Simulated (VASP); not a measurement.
# InP: how numerical settings change the zone-centre modes, part 2 of 2

Aim: test the modes of InP against the numerical settings. The starting structure is a measured crystal structure from the Crystallography Open Database.

VASP 6.6.1.

Results so far: reference T2 302.8 cm⁻¹.

## (3) Modes with a 5×5×5 mesh

Level of this step: LDA; plane waves and PAW (In_d, P) (VASP).

Against step 2 the input has a 5×5×5 mesh.

Input file INCAR:

```
SYSTEM = InP
PREC = Accurate
ENCUT = 450
EDIFF = 1E-08
NELM = 100
ISMEAR = 0
SIGMA = 0.03
LREAL = .FALSE.
ALGO = Normal
GGA = CA
NBANDS = 15
LORBIT = 11
LWAVE = .FALSE.
LCHARG = .FALSE.
KPAR = 8
IBRION = 8
LEPSILON = .TRUE.
LPEAD = .TRUE.
ISIF = 2
```

Input file POSCAR:

```
InP
1.0
    0.0000000000      2.9142891894      2.9142891894
    2.9142891894      0.0000000000      2.9142891894
    2.9142891894      2.9142891894      0.0000000000
In P
1 1
Direct
    0.0000000000      0.0000000000      0.0000000000
    0.7500000000      0.7500000000      0.7500000000
```

Input file KPOINTS:

```
Automatic mesh
0
Gamma
5 5 5
0 0 0
```

Potentials, in the order of the species: In_d and P (LDA family, release 64).

Command:

```sh
$ mpirun -np 8 vasp_std
```

The program printed:

```text
[banner, memory and clock lines left out]
running    8 mpi-ranks, on    1 nodes
[...]
[... a notice as in an earlier step ...]

 LDA part: xc-table for (Slater(with rela. corr.)+CA(PZ))
 , standard interpolation
 POSCAR, INCAR and KPOINTS ok, starting setup
[...]
entering main loop
       N       E                     dE             d eps       ncg     rms          rms(c)
DAV:   1     0.106451052233E+03    0.10645E+03   -0.77358E+03   300   0.120E+03
DAV:   2    -0.296987427879E+01   -0.10942E+03   -0.10561E+03   328   0.297E+02
DAV:   3    -0.990174704198E+01   -0.69319E+01   -0.69045E+01   391   0.759E+01
DAV:   4    -0.100858929339E+02   -0.18415E+00   -0.18411E+00   373   0.135E+01
[...]
DAV:  14    -0.963428229094E+01    0.14810E-07   -0.29790E-08   377   0.284E-03    0.294E-03
DAV:  15    -0.963428228046E+01    0.10484E-07   -0.33685E-08   356   0.174E-03    0.696E-04
DAV:  16    -0.963428228061E+01   -0.14597E-09   -0.18895E-09   171   0.274E-04
   1 F= -.96342823E+01 E0= -.96342823E+01  d E =-.236411E-11
[...]
RMM:  19    -0.236872238138E+00    0.22058E-08   -0.47270E-08   798   0.196E-06    0.190E-06
 first order change of Fermi-energy   0.31849E-04
 force on displaced ion       1 direction 1 :  -8.289  -0.000  -0.000
 Born effective charge ion    1 direction 1 :   2.460   0.000   0.000
 Linear response progress:
  Degree of freedom:   2/  2
       N       E                     dE             d eps       ncg     rms          rms(c)
RMM:   1    -0.501509918941E-01   -0.50151E-01    0.36082E-02  1703   0.185E+00
RMM:   2    -0.483816903421E-01    0.17693E-02   -0.41114E-04  1320   0.654E-01    0.154E-01
RMM:   3    -0.489539121608E-01   -0.57222E-03   -0.16586E-03  1488   0.281E-01    0.595E-02
RMM:   4    -0.492031432532E-01   -0.24923E-03   -0.24974E-04  1514   0.106E-01    0.182E-02
[...]
RMM:  10    -0.492226881396E-01   -0.47812E-07    0.84467E-08  1581   0.224E-04    0.143E-04
RMM:  11    -0.492227928533E-01   -0.10471E-06   -0.23417E-08  1653   0.769E-05    0.525E-05
RMM:  12    -0.492227865243E-01    0.63290E-08    0.29099E-08  1626   0.296E-05    0.380E-05
 first order change of Fermi-energy   0.38586E-04
 force on displaced ion       2 direction 1 :  -8.255   0.000   0.000
 Born effective charge ion    2 direction 1 :  -2.456   0.000   0.000
 Born effective charges drift removed
 Linear response finished
```

Wall time 25 s (8 MPI ranks of Intel Xeon 6975P-C (Granite Rapids), shared host); peak memory 1.7 GiB; 3.1 min of CPU time.

From OUTCAR (step 3):

```text
  Total        0.0091202      0.0091202      0.0091202     -0.0000000      0.0000000      0.0000000
  in kB        0.2951811      0.2951811      0.2951811     -0.0000000      0.0000000      0.0000000
  external PRESSURE =       0.2951811 kB  Pullay stress =       0.0000000 kB

 POSITION                                       TOTAL-FORCE (eV/Angst)
 -----------------------------------------------------------------------------------
      0.00000      0.00000      0.00000         0.000000      0.000000      0.000000
      4.37143      4.37143      4.37143        -0.000000     -0.000000     -0.000000
 -----------------------------------------------------------------------------------
    total drift:                                0.000000      0.000000      0.000000

 MACROSCOPIC STATIC DIELECTRIC TENSOR (including local field effects in DFT)
 ------------------------------------------------------
          10.730378    -0.000000     0.000000
          -0.000000    10.730378    -0.000000
           0.000000     0.000000    10.730378
 ------------------------------------------------------

 MACROSCOPIC STATIC DIELECTRIC TENSOR IONIC CONTRIBUTION
 ------------------------------------------------------
           2.675138     0.000000    -0.000000
           0.000000     2.675138     0.000000
          -0.000000     0.000000     2.675138
 ------------------------------------------------------

[... 1 part as in an earlier step ...]

[... 1 further part left out ...]
```

With a 5×5×5 mesh the mode is T2 303.5 cm⁻¹, +0.7 cm⁻¹ from the reference.

## (4) Modes with a cutoff of 260 eV

Against step 2 the input has ENCUT = 260.

INCAR, as its differences from that of step 3:

```diff
@@ -2,3 +2,3 @@
 PREC = Accurate
-ENCUT = 450
+ENCUT = 260
 EDIFF = 1E-08
```

POSCAR is that of step 3.

Input file KPOINTS:

```
Automatic mesh
0
Gamma
10 10 10
0 0 0
```

Command:

```sh
$ mpirun -np 8 vasp_std
```

The program printed:

```text
[... set-up lines as in an earlier step ...]
 entering main loop
       N       E                     dE             d eps       ncg     rms          rms(c)
DAV:   1     0.868302854354E+02    0.86830E+02   -0.57432E+03  1441   0.799E+02
DAV:   2    -0.542698329301E+01   -0.92257E+02   -0.89548E+02  1648   0.231E+02
DAV:   3    -0.100112863733E+02   -0.45843E+01   -0.45716E+01  1795   0.571E+01
DAV:   4    -0.101062041082E+02   -0.94918E-01   -0.94902E-01  1866   0.912E+00
[...]
DAV:  12    -0.966883083271E+01    0.27202E-05   -0.60991E-06  1621   0.164E-02    0.979E-03
DAV:  13    -0.966883086373E+01   -0.31013E-07   -0.64322E-07  1858   0.429E-03    0.776E-03
DAV:  14    -0.966883085458E+01    0.91445E-08   -0.26299E-08  1755   0.281E-03
   1 F= -.96688309E+01 E0= -.96688309E+01  d E =-.141771E-20
 Linear response reoptimize wavefunctions to high precision
DAV:   1    -0.966883084711E+01    0.74701E-08   -0.29548E-08  1851   0.136E-03
DAV:   2    -0.966883084726E+01   -0.14916E-09   -0.17434E-09  1450   0.232E-04
[...]
RMM:  17    -0.233348790741E+00    0.17006E-08   -0.78381E-08  9840   0.344E-05    0.196E-05
 first order change of Fermi-energy   0.40903E-05
 force on displaced ion       1 direction 1 :  -8.283  -0.000  -0.000
 Born effective charge ion    1 direction 1 :   2.468   0.000   0.000
 Linear response progress:
  Degree of freedom:   2/  2
       N       E                     dE             d eps       ncg     rms          rms(c)
RMM:   1    -0.501052479220E-01   -0.50105E-01    0.35629E-02 10826   0.177E+00
RMM:   2    -0.482935069579E-01    0.18117E-02   -0.81112E-04  8323   0.588E-01    0.155E-01
RMM:   3    -0.487569902067E-01   -0.46348E-03   -0.13051E-03  9360   0.236E-01    0.594E-02
RMM:   4    -0.489897741027E-01   -0.23278E-03   -0.17143E-04  9606   0.893E-02    0.173E-02
[...]
RMM:  10    -0.490131072096E-01   -0.19193E-06    0.98205E-08 10057   0.184E-04    0.424E-05
RMM:  11    -0.490130948299E-01    0.12380E-07   -0.13709E-07 10621   0.744E-05    0.244E-05
RMM:  12    -0.490130896402E-01    0.51897E-08   -0.59334E-08 10455   0.332E-05    0.510E-06
 first order change of Fermi-energy   0.11515E-03
 force on displaced ion       2 direction 1 :  -8.236  -0.000  -0.000
 Born effective charge ion    2 direction 1 :  -2.469   0.000   0.000
 Born effective charges drift removed
 Linear response finished
```

It took 28 s on 8 MPI ranks; peak memory 2.2 GiB.

From OUTCAR (step 4):

```text
  Total       -0.0660818     -0.0660818     -0.0660818      0.0000000      0.0000000      0.0000000
  in kB       -2.1387726     -2.1387726     -2.1387726      0.0000000      0.0000000      0.0000000
  external PRESSURE =      -2.1387726 kB  Pullay stress =       0.0000000 kB

 POSITION                                       TOTAL-FORCE (eV/Angst)
 -----------------------------------------------------------------------------------
      0.00000      0.00000      0.00000        -0.000000      0.000000      0.000000
      4.37143      4.37143      4.37143         0.000000     -0.000000     -0.000000
 -----------------------------------------------------------------------------------
    total drift:                               -0.000002     -0.000002     -0.000002

 MACROSCOPIC STATIC DIELECTRIC TENSOR (including local field effects in DFT)
 ------------------------------------------------------
          11.297343    -0.000000    -0.000000
          -0.000000    11.297343     0.000000
           0.000000    -0.000000    11.297343
 ------------------------------------------------------

 MACROSCOPIC STATIC DIELECTRIC TENSOR IONIC CONTRIBUTION
 ------------------------------------------------------
           2.702588     0.000000     0.000000
           0.000000     2.702588    -0.000000
           0.000000    -0.000000     2.702588
 ------------------------------------------------------

[... 1 part as in an earlier step ...]

[... 1 further part left out ...]
```

With a cutoff of 260 eV the mode is T2 303.2 cm⁻¹, +0.4 cm⁻¹ from the reference.

## (5) Modes with a 12×12×12 mesh

Against step 2 the input has a 12×12×12 mesh.

INCAR, as its differences from that of step 4:

```diff
@@ -2,3 +2,3 @@
 PREC = Accurate
-ENCUT = 260
+ENCUT = 450
 EDIFF = 1E-08
```

POSCAR is that of step 4.

Input file KPOINTS:

```
Automatic mesh
0
Gamma
12 12 12
0 0 0
```

Command:

```sh
$ mpirun -np 8 vasp_std
```

The program printed:

```text
[... set-up lines as in an earlier step ...]
 entering main loop
       N       E                     dE             d eps       ncg     rms          rms(c)
DAV:   1     0.105548517940E+03    0.10555E+03   -0.78993E+03  2182   0.122E+03
DAV:   2    -0.285321930801E+01   -0.10840E+03   -0.10412E+03  2300   0.293E+02
DAV:   3    -0.992020300523E+01   -0.70670E+01   -0.70307E+01  2818   0.778E+01
DAV:   4    -0.101077713785E+02   -0.18757E+00   -0.18751E+00  2676   0.136E+01
[...]
DAV:  14    -0.967480571467E+01    0.25155E-07   -0.39156E-08  2755   0.307E-03    0.308E-03
DAV:  15    -0.967480570452E+01    0.10151E-07   -0.32994E-08  2643   0.173E-03    0.783E-04
DAV:  16    -0.967480570458E+01   -0.61391E-10   -0.14880E-09  1535   0.254E-04
   1 F= -.96748057E+01 E0= -.96748057E+01  d E =-.183366E-16
 Linear response reoptimize wavefunctions to high precision
DAV:   1    -0.967480570458E+01    0.43201E-11   -0.21124E-10  1759   0.161E-04
 Linear response to external field (no local field effect), progress :
  Direction:   1
[...]
RMM:  20    -0.236889010050E+00    0.77000E-08   -0.64440E-09 10451   0.741E-05    0.589E-07
 first order change of Fermi-energy   0.10065E-04
 force on displaced ion       1 direction 1 :  -8.251  -0.000  -0.000
 Born effective charge ion    1 direction 1 :   2.470   0.000   0.000
 Linear response progress:
  Degree of freedom:   2/  2
       N       E                     dE             d eps       ncg     rms          rms(c)
RMM:   1    -0.503452927844E-01   -0.50345E-01    0.33490E-02 17848   0.184E+00
RMM:   2    -0.482480239723E-01    0.20973E-02   -0.33193E-04 13706   0.654E-01    0.153E-01
RMM:   3    -0.488218060527E-01   -0.57378E-03   -0.15651E-03 15541   0.276E-01    0.587E-02
RMM:   4    -0.490673479893E-01   -0.24554E-03   -0.20355E-04 15771   0.104E-01    0.180E-02
[...]
RMM:  12    -0.490905767334E-01   -0.30242E-07    0.28844E-08 17238   0.467E-05    0.455E-05
RMM:  13    -0.490905546243E-01    0.22109E-07    0.24948E-08 15769   0.305E-05    0.609E-05
RMM:  14    -0.490905562868E-01   -0.16624E-08    0.19408E-08 16191   0.264E-05    0.166E-05
 first order change of Fermi-energy   0.94878E-04
 force on displaced ion       2 direction 1 :  -8.218   0.000   0.000
 Born effective charge ion    2 direction 1 :  -2.472   0.000   0.000
 Born effective charges drift removed
 Linear response finished
```

It took 1.9 min on 8 MPI ranks; peak memory 4.9 GiB.

From OUTCAR (step 5):

```text
  Total        0.0027439      0.0027439      0.0027439      0.0000000     -0.0000000     -0.0000000
  in kB        0.0888092      0.0888092      0.0888092      0.0000000     -0.0000000     -0.0000000
  external PRESSURE =       0.0888092 kB  Pullay stress =       0.0000000 kB

 MACROSCOPIC STATIC DIELECTRIC TENSOR (including local field effects in DFT)
 ------------------------------------------------------
          11.354850     0.000000    -0.000000
          -0.000000    11.354850     0.000000
          -0.000000     0.000000    11.354850
 ------------------------------------------------------

 MACROSCOPIC STATIC DIELECTRIC TENSOR IONIC CONTRIBUTION
 ------------------------------------------------------
           2.715097     0.000000     0.000000
           0.000000     2.715097    -0.000000
           0.000000    -0.000000     2.715097
 ------------------------------------------------------

[... 2 parts as in an earlier step ...]

[... 1 further part left out ...]
```

With a 12×12×12 mesh the mode is T2 302.8 cm⁻¹, as with the reference.

## (6) Modes with finite displacements

Against step 2 the input has IBRION = 6, NFREE = 2, POTIM = 0.015, no LEPSILON and no LPEAD (also changed: NSW).

INCAR, as its differences from that of step 5:

```diff
@@ -15,5 +15,6 @@
 KPAR = 8
-IBRION = 8
-LEPSILON = .TRUE.
-LPEAD = .TRUE.
+IBRION = 6
+NFREE = 2
+POTIM = 0.015
+NSW = 1
 ISIF = 2
```

POSCAR is that of step 5.

Input file KPOINTS:

```
Automatic mesh
0
Gamma
10 10 10
0 0 0
```

Command:

```sh
$ mpirun -np 8 vasp_std
```

The program printed:

```text
[... set-up lines as in an earlier step ...]
 entering main loop
       N       E                     dE             d eps       ncg     rms          rms(c)
[... 16 cycles as in an earlier step ...]
   1 F= -.96743658E+01 E0= -.96743658E+01  d E =-.917777E-15
[...]
2 F= -.96734342E+01 E0= -.96734342E+01  d E =-.684858E-13
[...]
3 F= -.96734342E+01 E0= -.96734342E+01  d E =-.691714E-13
[...]
4 F= -.96734412E+01 E0= -.96734412E+01  d E =-.694632E-13
[...]
5 F= -.96734412E+01 E0= -.96734412E+01  d E =-.693993E-13
 Finite differences progress:
  Degree of freedom:   2/  2
  Displacement:        2/  2
  Total:               4/  4
```

It took 21 s on 8 MPI ranks; peak memory 2.4 GiB.

From OUTCAR (step 6):

```text
  Total        0.0013758      0.0040326      0.0040326      0.0000000     -0.1244952      0.0000000
  in kB        0.0445291      0.1305165      0.1305165      0.0000000     -4.0293515      0.0000000
  external PRESSURE =       0.1018541 kB  Pullay stress =       0.0000000 kB

 POSITION                                       TOTAL-FORCE (eV/Angst)
 -----------------------------------------------------------------------------------
      0.00000      0.00000      0.00000        -0.123237     -0.000000     -0.000000
      4.35643      4.37143      4.37143         0.123237      0.000000      0.000000
 -----------------------------------------------------------------------------------
    total drift:                               -0.000045     -0.000000     -0.000000

  FREE ENERGIE OF THE ION-ELECTRON SYSTEM (eV)
  ---------------------------------------------------
  free  energy   TOTEN  =        -9.6734412368 eV

  energy  without entropy=       -9.6734412368  energy(sigma->0) =       -9.67344124

[... 2 parts as in an earlier step ...]

[... 1 further part left out ...]
[key lines of the parts left out:]
E-fermi :   5.3536
```

The last energy, forces and stress in OUTCAR belong to the last displaced cell, not to that of POSCAR.

With finite displacements the mode is T2 302.8 cm⁻¹, as with the reference.

## (7) Comparison

```
                 run     T2                method  core minutes
           reference  302.8   perturbation theory          11.1
        a 5×5×5 mesh  303.5   perturbation theory          3.33
  a cutoff of 260 eV  303.2   perturbation theory          3.73
     a 12×12×12 mesh  302.8   perturbation theory          15.6
finite displacements  302.8  finite displacements           2.8
```

Modes are in cm⁻¹, degenerate ones as one, matched between runs by symmetry and order. A number in brackets counts the listed modes of one symmetry from the lowest. The symmetry labels come from an automatic analysis and can be wrong where levels nearly coincide. Core minutes are wall time times ranks of the run shown, on a shared host.

## (8) What came out

| Item | Value |
| --- | --- |
| T2, reference | 302.8 cm⁻¹ |
| T2, a 5×5×5 mesh | 303.5 cm⁻¹ |
| T2, a cutoff of 260 eV | 303.2 cm⁻¹ |
| T2, a 12×12×12 mesh | 302.8 cm⁻¹ |
| T2, finite displacements | 302.8 cm⁻¹ |

In words: The largest change comes with a 5×5×5 mesh: +0.7 cm⁻¹ in T2. On finer settings the modes change by less than 0.1 cm⁻¹ with a 12×12×12 mesh. Other changes move the modes by more: +0.7 cm⁻¹ in T2 with a 5×5×5 mesh and +0.4 cm⁻¹ in T2 with a cutoff of 260 eV. The dielectric constants and Born charges in the logs aren't compared here; at a small gap they can be far off, and in a run without a gap they mean nothing. The frequencies are harmonic, and the splitting of polar modes by their long-range field is left out. Further runs on this material are not shown.

[Lines on the potential files, build, host, timing and source positions are cut from VASP's logs without a mark.]

[Logs are printed without paths, hosts, clocks, repeated set-up lines and the standing remarks that a program may print on its own settings, such as how far it seeks lower states.]

[Hosts, paths, dates, database ids (printed as entryN), source tags and the programs' standing remarks are cut or masked in the printed files.]
